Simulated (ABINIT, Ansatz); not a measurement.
# AgCl (Fm-3m): Raman and infrared activity, part 3 of 3

Which lines does AgCl (Fm-3m) show in Raman and infrared spectra?

ABINIT 10.8.3; DFT LDA, scalar-relativistic, plane waves, PseudoDojo norm-conserving pseudopotentials.

So far. Step 6 (Zone-centre response): The acoustic modes at Γ come out as far as 2.0 cm⁻¹ from zero, where they should vanish, a small numerical error; the Born charges miss their sum rule by 4.2e-4 e, which is good. Step 7 (Modes with the sum rule): The rule moves no optical mode by more than 0.1 cm⁻¹. The relaxed cell has a = 5.355 Å (conventional setting).

## Step 8: Sum rules set otherwise (asr 0)

Without the rule the raw error of the acoustic modes shows.

anaddb.abi reads:

```
ddb_filepath "gamma_DDB"
output_file "anaddb.abo"
outdata_prefix "anaddb"
asr 0
chneut 0
enunit 2
eivec 1
nph1l 1
qph1l 0.0 0.0 0.0 1.0
dieflag 1
nph2l 3
qph2l 
    1.0 0.0 0.0 0.0
    0.0 0.0 1.0 0.0
    1.0 1.0 1.0 0.0
nlflag 1
ramansr 1
alphon 1
prtmbm 1
```

mrgddb.in reads:

```
gamma_DDB
merged
3
dfpt_gammao_DS2_DDB
dfpt_gammao_DS3_DDB
gso_DDB
```

On the command line:

```sh
> mrgddb < mrgddb.in > mrgddb.log
> OMP_NUM_THREADS=1 anaddb anaddb.abi > anaddb.log
```

anaddb.abo, the main output file:

```text
[banners, grids, parts of the stress and lines that vanish by symmetry left out]
-outvars_anaddb: echo values of input variables ----------------------

 Flags :
[...]
Dielectric Tensor and Effective Charges
[...]
Effective charge tensors after
[...]
1          1       -0.000000000       -0.000000000       -0.000000000
[...]
1          2       -0.000000000       -0.000000000       -0.000000000
[...]
1          3       -0.000000000       -0.000000000       -0.000000000
[...]
2          1       -0.000000000       -0.000000000       -0.000000000
[...]
2          2       -0.000000000       -0.000000000       -0.000000000
[...]
2          3       -0.000000000       -0.000000000       -0.000000000
[...]
Phonon wavevector (reduced coordinates) :  0.00000  0.00000  0.00000
 Phonon energies in Hartree :
[...]
Phonon energies in meV     :
-  2.502581E-01  2.502581E-01  2.502581E-01  1.615887E+01  1.615887E+01
-  1.615887E+01
 Phonon frequencies in cm-1    :
-  2.018467E+00  2.018467E+00  2.018467E+00  1.303301E+02  1.303301E+02
-  1.303301E+02
 Phonon frequencies in Thz     :
-  6.051213E-02  6.051213E-02  6.051213E-02  3.907197E+00  3.907197E+00
-  3.907197E+00
 Phonon energies in Kelvin  :
-  2.904124E+00  2.904124E+00  2.904124E+00  1.875159E+02  1.875159E+02
-  1.875159E+02
[...]
-  1  0.00000000E+00  0.00000000E+00 -1.95628512E-03
-     0.00000000E+00  0.00000000E+00  0.00000000E+00
-  2  0.00000000E+00  0.00000000E+00 -1.95688662E-03
-     0.00000000E+00  0.00000000E+00  0.00000000E+00
[...]
-  1  0.00000000E+00  1.95628512E-03  0.00000000E+00
-     0.00000000E+00  0.00000000E+00  0.00000000E+00
-  2  0.00000000E+00  1.95688662E-03  0.00000000E+00
-     0.00000000E+00  0.00000000E+00  0.00000000E+00
[...]
-  1  1.95628512E-03  0.00000000E+00  0.00000000E+00
-     0.00000000E+00  0.00000000E+00  0.00000000E+00
-  2  1.95688662E-03  0.00000000E+00  0.00000000E+00
-     0.00000000E+00  0.00000000E+00  0.00000000E+00
[...]
-  1  0.00000000E+00  0.00000000E+00 -1.12187276E-03
-     0.00000000E+00  0.00000000E+00  0.00000000E+00
-  2  0.00000000E+00  2.07972507E-07  3.41235502E-03
-     0.00000000E+00  0.00000000E+00  0.00000000E+00
[...]
-  1  0.00000000E+00  1.12187276E-03  0.00000000E+00
-     0.00000000E+00  0.00000000E+00  0.00000000E+00
-  2  0.00000000E+00 -3.41235502E-03  2.07972501E-07
-     0.00000000E+00  0.00000000E+00  0.00000000E+00
[...]
-  1  1.12187276E-03  0.00000000E+00  0.00000000E+00
-     0.00000000E+00  0.00000000E+00  0.00000000E+00
-  2 -3.41235503E-03  0.00000000E+00  0.00000000E+00
-     0.00000000E+00  0.00000000E+00  0.00000000E+00
[...]
-     1         -0.000000    -0.000000     0.000011     0.000011
-     2         -0.000000    -0.000011     0.000000     0.000011
-     3         -0.000011    -0.000000     0.000000     0.000011
-     4         -0.000000    -0.000000    -1.786383     1.786383
-     5         -0.000000     1.786383    -0.000000     1.786383
-     6          1.786383     0.000000    -0.000000     1.786383
[...]
-   1     Real    0.0000E+00  0.0000E+00  0.0000E+00  0.0000E+00  0.0000E+00  0.0000E+00  0.0000E+00
[...]
-   2     Real    0.0000E+00  0.0000E+00  0.0000E+00  0.0000E+00  0.0000E+00  0.0000E+00  0.0000E+00
[...]
-   3     Real    0.0000E+00  0.0000E+00  0.0000E+00  0.0000E+00  0.0000E+00  0.0000E+00  0.0000E+00
[...]
-   4     Real    0.0000E+00  0.0000E+00  4.1175E-05  0.0000E+00  0.0000E+00  0.0000E+00  4.1175E-05
[...]
-   5     Real    0.0000E+00  4.1175E-05  0.0000E+00  0.0000E+00  0.0000E+00  0.0000E+00  4.1175E-05
[...]
-   6     Real    4.1175E-05  0.0000E+00  0.0000E+00  0.0000E+00  0.0000E+00  0.0000E+00  4.1175E-05
[...]
-         0.000000000       0.000000000       0.000000000
-         0.000000000       0.000000000       0.000000000
[...]
Phonon at Gamma, with non-analyticity in the
[...]
Phonon energies in Hartree :
[...]
Phonon energies in meV     :
-  2.502581E-01  2.502581E-01  2.502581E-01  1.615887E+01  1.615887E+01
-  2.266698E+01
 Phonon frequencies in cm-1    :
-  2.018467E+00  2.018467E+00  2.018467E+00  1.303301E+02  1.303301E+02
-  1.828215E+02
 Phonon frequencies in Thz     :
-  6.051213E-02  6.051213E-02  6.051213E-02  3.907197E+00  3.907197E+00
-  5.480851E+00
 Phonon energies in Kelvin  :
-  2.904124E+00  2.904124E+00  2.904124E+00  1.875159E+02  1.875159E+02
-  2.630394E+02
[...]
-  1  0.00000000E+00  0.00000000E+00 -1.95628512E-03
[...]
-  2  0.00000000E+00  0.00000000E+00 -1.95688662E-03
[...]
Phonon at Gamma, with non-analyticity in the
[...]
Phonon energies in Hartree :
[...]
Phonon energies in meV     :
-  2.502581E-01  2.502581E-01  2.502581E-01  1.615887E+01  1.615887E+01
-  2.266698E+01
 Phonon frequencies in cm-1    :
-  2.018467E+00  2.018467E+00  2.018467E+00  1.303301E+02  1.303301E+02
-  1.828215E+02
 Phonon frequencies in Thz     :
-  6.051213E-02  6.051213E-02  6.051213E-02  3.907197E+00  3.907197E+00
-  5.480851E+00
 Phonon energies in Kelvin  :
-  2.904124E+00  2.904124E+00  2.904124E+00  1.875159E+02  1.875159E+02
-  2.630394E+02
[...]
Phonon at Gamma, with non-analyticity in the
[...]
Phonon energies in Hartree :
[...]
Phonon energies in meV     :
-  2.502581E-01  2.502581E-01  2.502581E-01  1.615887E+01  1.615887E+01
-  2.266698E+01
 Phonon frequencies in cm-1    :
-  2.018467E+00  2.018467E+00  2.018467E+00  1.303301E+02  1.303301E+02
-  1.828215E+02
 Phonon frequencies in Thz     :
-  6.051213E-02  6.051213E-02  6.051213E-02  3.907197E+00  3.907197E+00
-  5.480851E+00
 Phonon energies in Kelvin  :
-  2.904124E+00  2.904124E+00  2.904124E+00  1.875159E+02  1.875159E+02
-  2.630394E+02
[...]
-  1  6.13905352E-04 -1.69805643E-03 -7.52847335E-04
[...]
-  2  6.14097477E-04 -1.69857516E-03 -7.53075441E-04
[...]
-  1  1.85104648E-03  4.93424900E-04  3.96506128E-04
[...]
-  2  1.85161058E-03  4.93571585E-04  3.96623013E-04
[...]
-  1  1.24635304E-04  7.23588692E-04 -8.48223996E-04
[...]
-  2 -3.79098165E-04 -2.20091047E-03  2.58000863E-03
[...]
-  1  9.07486478E-04 -5.61680578E-04 -3.45805900E-04
[...]
-  2 -2.76026493E-03  1.70844111E-03  1.05182382E-03
[...]
-         0.000000000       0.000000000       0.000000000
-         0.000000000       0.000000000       0.000000000
[...]
-         0.000000000       0.000000000       0.000000000
-         0.000000000       0.000000000       0.000000000
-         0.000000000       0.000000000       0.000000000
[...]
-         0.000000000       0.000000000       0.000000000
-         0.000000000       0.000000000       0.000000000
-         0.000000000       0.000000000       0.000000000
[...]
Direction                     Dielectric constant
[...]
0.00000   0.00000   1.00000     11.51873393
   1.00000   1.00000   1.00000     11.51873393
-
```

Wall time 1.4 s (1 thread of Intel Xeon Platinum 8124M at 3.00GHz (Skylake/Cascade Lake), shared host).

Zone-centre frequencies as printed; negative means imaginary. Modes:

```
mode  frequency (cm⁻¹)
   1              2.02
   2              2.02
   3              2.02
   4             130.3
   5             130.3
   6             130.3
```

## Step 9: Cross-check with Ansatz

The same cell, potentials and cutoff go through another code, on another k mesh. Its k mesh is centred on Γ.

This step: DFT LDA, scalar-relativistic, plane waves, PseudoDojo norm-conserving pseudopotentials (Ansatz 0.2.0).

input.yaml reads:

```yaml
crystal:
  lattice:
    - [0.0, 2.6773211495, 2.6773211495]
    - [2.6773211495, 0.0, 2.6773211495]
    - [2.6773211495, 2.6773211495, 0.0]
  atoms:
    - { symbol: Ag, position: [0.0, 0.0, 0.0] }
    - { symbol: Cl, position: [0.5, 0.5, 0.5] }
kpoints:
  mp_grid: { grid: [8, 8, 8] }
hamiltonian:
  xc: lda
  pseudopotentials: { kind: nc, accuracy: standard }
scf:
  occupations: { method: fixed }
output:
  eigenvalues: true
basis:
  ecutwfc: 1061.244
phonons:
  method: dfpt
  dielectric: true
  rigid_motions: translations
  raman: true
```

On the command line:

```sh
> ansatz run input.yaml --threads 4 --pin off --max-ram 16384MiB --backend cpu --events-out ev --progress --plain --runs-dir out
```

The log of the run:

```text
Warning: basis.ecutwfc = 1061.244 eV is below the records' recommended 1170.089609 eV, and the density's cutoff is lower with it unless basis.ecutrho_ratio is high enough to keep the records' density cutoff: compare with a run at a higher cutoff
Engine: ansatz 0.2.0, x86_64-unknown-linux-gnu
Pseudopotentials: kind: nc
Pseudopotential: Ag, nc, valence charge 19, recommended cutoff 1170.089609 eV (normal), Ag.nc.azcp (PseudoDojo's, or run here from an input of PseudoDojo's; its table is named by hamiltonian.pseudopotentials.accuracy)
Pseudopotential: Cl, nc, valence charge 7, recommended cutoff 761.918815 eV (normal), Cl.nc.azcp (PseudoDojo's, or run here from an input of PseudoDojo's; its table is named by hamiltonian.pseudopotentials.accuracy)
Functional definition: SPW92
  exchange = slater_x
  correlation = pw_c
Crystal: 2 atoms, lattice volume = 38.382 Å³
Basis set: ecut = 1061.244 eV, 2975 PW (Γ), exchange–correlation on 90×90×90 points (8 copies of the dense FFT grid, shifted against one another)
Bands: 17, of which v1, the nominal top of the filled ones, is band 13 counted from 1 (12 counted from 0)
Symmetry: 48 space group operations
k-points: 59 of 512 (irreducible under 8 space group operations, time reversal used)
Non-local potential: Ag, projectors of the file, l = 0: 2, l = 1: 2, l = 2: 2
Non-local potential: Cl, projectors of the file, l = 0: 2, l = 1: 2, l = 2: 2
Initial density: superposition of atomic densities (chi_scale 0.1, normalization cell, long waves kept (reshape's long-wave potential 0.00 eV rms))
Initial wavefunctions: pseudopotential atomic-orbital guess
Functional: x = slater, c = lda
SCF iter   1: F=—  HF=-4665.053081 eV  |F-HF|=—  |Δ(HF+E_count)|=         —  Δρ=6.91e-2  dr2=2.09e0  ethr=3.10e-3  ⟨swp⟩=5.4  Hψ=4651  notcnv=0  defer=89
preconditioner: auto → none  [insulator: Δε(μ)=0.873 eV  Ē_g=11.853 eV  n_scr=14 (ndim 8)  ℏωp=25.4 eV  f_vac=0.001  ε∞_Penn≈5.6]
SCF iter   2: F=—  HF=-4664.534762 eV  |F-HF|=—  |Δ(HF+E_count)|=   5.18e-1  Δρ=3.88e-2  dr2=5.24e-1  ethr=3.10e-3  ⟨swp⟩=3.7  Hψ=2626  notcnv=0  defer=64
SCF iter   3: F=—  HF=-4664.381323 eV  |F-HF|=—  |Δ(HF+E_count)|=   1.53e-1  Δρ=4.88e-3  dr2=4.40e-3  ethr=2.01e-3  ⟨swp⟩=3.3  Hψ=2143  notcnv=0  defer=110
SCF iter   4: F=—  HF=-4664.379872 eV  |F-HF|=—  |Δ(HF+E_count)|=   1.45e-3  Δρ=1.69e-3  dr2=3.59e-4  ethr=1.69e-5  ⟨swp⟩=2.1  Hψ=1899  notcnv=0  defer=114
SCF iter   5: F=—  HF=-4664.379784 eV  |F-HF|=—  |Δ(HF+E_count)|=   8.78e-5  Δρ=2.81e-4  dr2=2.95e-5  ethr=1.38e-6  ⟨swp⟩=2.8  Hψ=1647  notcnv=0  defer=114
SCF iter   6: F=—  HF=-4664.379778 eV  |F-HF|=—  |Δ(HF+E_count)|=   6.11e-6  Δρ=1.91e-4  dr2=1.34e-5  ethr=1.13e-7  ⟨swp⟩=2.2  Hψ=1595  notcnv=0  defer=104
SCF iter   7: F=—  HF=-4664.379796 eV  |F-HF|=—  |Δ(HF+E_count)|=   1.84e-5  Δρ=6.40e-5  dr2=1.63e-6  ethr=5.13e-8  ⟨swp⟩=2.2  Hψ=1292  notcnv=0  defer=23
SCF iter   8: F=—  HF=-4664.379900 eV  |F-HF|=—  |Δ(HF+E_count)|=   1.03e-4  Δρ=9.46e-6  dr2=3.89e-8  ethr=6.26e-9  ⟨swp⟩=2.1  Hψ=1399  notcnv=0  defer=10
SCF iter   9: F=—  HF=-4664.379900 eV  |F-HF|=—  |Δ(HF+E_count)|=   1.03e-8  Δρ=7.56e-7  dr2=2.20e-10  ethr=1.50e-10  ⟨swp⟩=2.1  Hψ=1648  notcnv=0  defer=10
SCF iter  10: F=-4664.379900 eV  HF=-4664.379900 eV  |F-HF|=7.28e-12  |Δ(HF+E_count)|=  4.82e-11  Δρ=1.69e-7  dr2=8.31e-12  ethr=1.00e-12  ⟨swp⟩=9.3  Hψ=7226  notcnv=0
SCF 1 converged in 10 iterations: F = -4664.379900 eV  dr2 = 8.31e-12
NSCF: frozen V_eff on 8 k-points
DFPT response loops at Γ: preconditioner auto → none (the input reference at scf.mixing.eps_inf says where Resta's filter doesn't serve); β = 0.50; Broyden in place of MSR1
── the response to a field inside a basis, on 10×10×10 k-points: an SCF that follows is theirs, and a resumed run solves both again ──
Bands: 14, of which v1, the nominal top of the filled ones, is band 13 counted from 1 (12 counted from 0)
k-points: 110
Initial density: handed on by an earlier stage of this run
Initial wavefunctions: pseudopotential atomic-orbital guess (no wavefunctions were taken with the density)
Eigensolver: Dense (110 Hₖ)
SCF iter   1: F=—  HF=-4664.377517 eV  |F-HF|=—  |Δ(HF+E_count)|=         —  Δρ=3.38e-4  dr2=3.04e-6  ethr=1.00e-1
preconditioner: auto → none  [insulator: Δε(μ)=0.782 eV  Ē_g=8.173 eV  n_scr=14 (ndim 8)  ℏωp=25.4 eV  f_vac=0.013  ε∞_Penn≈10.7]
SCF iter   2: F=—  HF=-4664.377517 eV  |F-HF|=—  |Δ(HF+E_count)|=   7.36e-7  Δρ=1.65e-4  dr2=6.96e-7  ethr=1.17e-8
SCF iter   3: F=—  HF=-4664.377518 eV  |F-HF|=—  |Δ(HF+E_count)|=   3.72e-7  Δρ=5.41e-5  dr2=3.01e-7  ethr=2.68e-9
SCF iter   4: F=—  HF=-4664.377518 eV  |F-HF|=—  |Δ(HF+E_count)|=   4.20e-8  Δρ=6.83e-6  dr2=2.51e-9  ethr=1.16e-9
SCF iter   5: F=—  HF=-4664.377518 eV  |F-HF|=—  |Δ(HF+E_count)|=  1.62e-10  Δρ=1.94e-6  dr2=1.80e-10  ethr=9.65e-12
SCF iter   6: F=-4664.377518 eV  HF=-4664.377518 eV  |F-HF|=2.73e-12  |Δ(HF+E_count)|=  1.46e-11  Δρ=1.17e-7  dr2=9.20e-13  ethr=1.00e-12
SCF 1 converged in 6 iterations: F = -4664.377518 eV  dr2 = 9.20e-13
DFPT response loops at Γ: mixed as the last ones told, above
DFPT response loops at Γ: mixed as the last ones told, above
SCF converged after 10 iterations
Free energy (F): -4664.379900 eV
Harris-Foulkes:  -4664.379900 eV  (|F-HF|=7.28e-12)
Internal energy: -4664.379900 eV  (E = F + TS)
E sigma→0 (E₀):  -4664.379900 eV
Fermi energy:    9.734432 eV
--- Per-component energies (eV) ---
  E_band       = -328.303794
  E_kinetic    = 1600.319822
  E_local      = -3899.427945  (includes V_loc(G=0)·N_el)
  E_nonlocal   = -4.275509
  E_hartree    = 1305.224509
  E_xc         = -748.904587
  E_vxc        = -635.369006  (∫ρ·V_xc dr)
  E_ewald      = -2917.316189
  E_smearing   = -0.000000  (= −TS)
  E_closure    = -0.000000  (closes the sum)
  Σ components = -4664.379900   (vs F -4664.379900, Δ=0.00e0)
--- Band table (eV; the first three rows and the last of 59) ---
  k-point 0: bands = [... 9 lower, 6.7775, 6.9838, 6.9838, 6.9838, 10.3613, 20.2438, 20.2438, 20.2438]
  k-point 1: bands = [... 9 lower, 6.8024, 7.1134, 7.8313, 7.8313, 11.1693, 18.8615, 19.9513, 19.9513]
  k-point 2: bands = [... 9 lower, 6.9700, 7.2886, 8.7437, 8.7437, 12.5609, 17.2645, 18.5998, 18.5998]
  k-point 58: bands = [... 9 lower, 7.3205, 7.3786, 7.4147, 8.2039, 13.8532, 17.3964, 17.3964, 17.5062]
--- Phonons (Γ-DFPT): 2 representative perturbations + reference, on 59 of 512 k-points (Σ response iterations 6) ---
  k mesh reduced under 8 symmetry operations, with k and −k counted as one. Each operation leaves every solved perturbation unchanged. A smaller set is not considered because the run solves the response to a homogeneous field
  ASR residual: 6.163e-4 → 0.000e0 eV/Å²; symmetrization residual: 6.583e-6 eV/Å²
  ASR residual per site (eV/Å²): 6.16e-4 1.47e-4
  Γ frequencies (cm⁻¹): 0.00 0.00 0.00 130.31 130.31 130.31
  ε∞ (high-frequency dielectric tensor):
        5.854049     0.000000     0.000000
        0.000000     5.854049    -0.000000
        0.000000    -0.000000     5.854049
  ε⁰ (static dielectric tensor: ions relaxed, cell fixed):
       11.520502    -0.000000    -0.000000
       -0.000000    11.520502     0.000000
       -0.000000     0.000000    11.520502
  ε⁰ − ε∞ (ionic part):
        5.666454    -0.000000    -0.000000
       -0.000000     5.666454     0.000000
       -0.000000     0.000000     5.666454
  softest optical mode at Γ: 130.31 cm⁻¹; the repairs (sum rule, projections) moved no ω² at Γ by more than (1.36 cm⁻¹)²
  Born effective charges Z* (e; rows j = field, columns β = displacement):
    site 0:
         1.41512   -0.00000   -0.00000
         0.00000    1.41512   -0.00000
        -0.00000    0.00000    1.41512
    site 1:
        -1.41512    0.00000    0.00000
        -0.00000   -1.41512    0.00000
         0.00000   -0.00000   -1.41512
  Z* charge neutrality: 7.550e-4 e pre-enforcement
  solved inside a basis spanned on kpoints, on 10×10×10 k-points transformed towards the longest dipole: ε∞ is read to err by 1.5e-2, Z* by 2.1e-2 e (field_mesh: kpoints solves on kpoints); Z* is corrected for what the basis lacks
  Raman tensors (in the event stream and the table raman_tensors.tsv): an entry may err by 1.3e-3 Å², one of the second-order susceptibility by 1.3e-19 pm/V (basis, points and sum rule); their sum over the sites missed zero by 7.059e-21 Å² ahead of its enforcement
  optical modes at Γ without the LO–TO term, one row a degenerate level:
      ω (cm⁻¹)  modes    IR ((D/Å)²/amu)  static Raman (Å⁴/amu)  depolarisation
        130.31      3             5.1947                 0.0000               —
  optical modes at Γ + LO–TO along q̂ = [1.0000, 0.0000, 0.0000]:
      ω (cm⁻¹)  modes    IR ((D/Å)²/amu)  static Raman (Å⁴/amu)  depolarisation
        130.31      2             3.4632                 0.0000               —
        182.80      1             1.7316                 0.0000               —
  optical modes at Γ + LO–TO along q̂ = [0.0000, 1.0000, 0.0000]:
      ω (cm⁻¹)  modes    IR ((D/Å)²/amu)  static Raman (Å⁴/amu)  depolarisation
        130.31      2             3.4632                 0.0000               —
        182.80      1             1.7316                 0.0000               —
  optical modes at Γ + LO–TO along q̂ = [0.0000, 0.0000, 1.0000]:
      ω (cm⁻¹)  modes    IR ((D/Å)²/amu)  static Raman (Å⁴/amu)  depolarisation
        130.31      2             3.4632                 0.0000               —
        182.80      1             1.7316                 0.0000               —
```

Run time: 2.4 min. Hardware: 4 threads; peak memory 1.3 GiB; 8.9 min of CPU time.

Read from the output:

```yaml
gap_on_the_k_mesh: 0.6269 eV
sum_rule_residual_before_enforcement: 6.16e-4 eV/Å²
miss_of_the_charge_sum_rule: 7.55e-4 e
estimated_error_of_the_dielectric_tensor: 0.01544
estimated_error_of_the_born_charges: 0.02051 e
```

Transverse modes. Infrared lines, with heights relative to the strongest:

```
position (cm⁻¹)  label  IR intensity ((D/Å)²/amu), degenerate modes summed, relative
            130    T1u                                                           100
```

## Step 10: The two compared: ABINIT PseudoDojo and Ansatz, PseudoDojo

Worked out from the results:

```
root-mean-square difference : 0.01 cm⁻¹
largest difference          : 0.01 cm⁻¹
```

Frequencies side by side, by row:

```
q (reciprocal lattice)  mode  ABINIT PseudoDojo (cm⁻¹)  Ansatz, PseudoDojo (cm⁻¹)
                 0 0 0     1                         0                          0
                 0 0 0     2                         0                          0
                 0 0 0     3                         0                          0
                 0 0 0     4                     130.3                      130.3
                 0 0 0     5                     130.3                      130.3
                 0 0 0     6                     130.3                      130.3
```

The two runs side by side. Further quantities:

```
                                                                               quantity  ABINIT PseudoDojo  Ansatz, PseudoDojo
                                                                                mean ε∞              5.854               5.854
largest Born charge in size (e; the first before, the second after the charge sum rule)              1.415               1.415
                                                       summed IR intensity ((D/Å)²/amu)              5.196               5.195
                                                         summed Raman activity (Å⁴/amu)                  0                   0
```

At the zone centre the largest difference (acoustic modes at Γ apart) is 0.008 % of the highest mode.

## Step 11: What came out

| Quantity | Value |
| --- | --- |
| space group after relaxation | Fm-3m |
| volume per atom | 19.2 Å³ |
| highest optical zone-centre mode (no LO-TO term) | 130.3 cm⁻¹ |
| highest mode moved by the LO-TO term | 182.8 cm⁻¹ |
| mean high-frequency dielectric constant | 5.85 |
| largest Born charge in size (third of the trace) | 1.42 e |
| mean static dielectric constant | 11.5 |
| imaginary optical modes at the zone centre (no q mesh in this session) | none |
| largest difference from Ansatz, PseudoDojo | 0.01 cm⁻¹ |

What this shows: No mode is Raman active in this structure; the strongest infrared line lies at 130 cm⁻¹. At the LDA level the optical modes of AgCl (Fm-3m) at the zone centre (no LO-TO term) lie at 130 cm⁻¹. The base run prints -0.31 GPa, mostly the error of a finite basis; the relaxation, with a smoothed and higher cutoff, had brought the cell to rest. Along the directions run, the highest mode that the macroscopic field moves lies at 183 cm⁻¹. Lattice motion raises the mean dielectric constant from 5.854 to 11.52. The Born charge of Ag is 1.415 e against a formal charge of +1: displacements drive charge along the bonds, a mark of mixed ionic and covalent bonding and of large LO-TO splittings. The Lyddane-Sachs-Teller relation holds: (ωLO/ωTO)² is 1.97 and ε₀/ε∞ is 1.97. ABINIT PseudoDojo and Ansatz, PseudoDojo agree to 0.01 cm⁻¹ (0.008 % of the highest mode compared) on all solved modes but the acoustic ones at Γ, without the LO-TO term. These are harmonic frequencies at zero temperature: anharmonic shifts and linewidths and thermal expansion are left out. Ansatz warns that the cutoff lies 9 % under the one recommended for these files; agreement at one cutoff is not convergence. The structure comes from a database and need not be the phase that is stable at ambient conditions.

[Host names and launcher messages were left out of these logs when they were recorded.]

[Logs are printed without paths, hosts, clocks, repeated set-up lines and the standing remarks that a program may print on its own settings, such as how far it seeks lower states.]

[Hosts, paths, dates, database ids (printed as entryN), source tags and the programs' standing remarks are cut or masked in the printed files.]
